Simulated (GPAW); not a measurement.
Runs of GPAW 26.7.0 on Si2Ni. It takes space group Fm-3m (No. 225, cubic). Conventional cell: a = 5.406 Å, b = 5.406 Å, c = 5.406 Å, α = 90.00°, β = 90.00°, γ = 90.00°. Ni (site symmetry m-3m) is surrounded by 8 Si at 2.34 Å. Around Si (site symmetry -43m) lie 4 Ni at 2.34 Å. 

```tsv
level	gap on the mesh (eV)	pressure (GPa)	moment (μB)	relaxed volume (Å³/atom)
PBEsol+D3(BJ)+ATM	none	0.1	0.00	12.84
PBEsol+D4	none	0.1	0.00	12.91
PBEsol+D3	none	0.1	0.00	(b)
PBEsol+D3(BJ)	none	0.2	0.00	(a)
PBEsol	none	0.0	0.00	13.14
```

Alike in all rows: task relaxation of cell and atoms; potentials or basis PAW data sets generated in the run's folder for this functional, pw; spin collinear, ferromagnetic start; cell relaxed; k mesh 7 × 7 × 7; cutoff (eV) 600; smearing fermi-dirac 0.05 eV.

Task: Fill in the values left out.

Result: (a) 12.77; (b) 12.87.

Caveats: each step starts from the last one's moments, so a moment once lost doesn't come back; the stock nickel data set gives pressures a few GPa off other programs; later steps reuse the first step's grids; pairwise dispersion overbinds metals, which lowers pressure and volume (some runs).

A gap of «none» marks a metal or a gap under the smearing width.
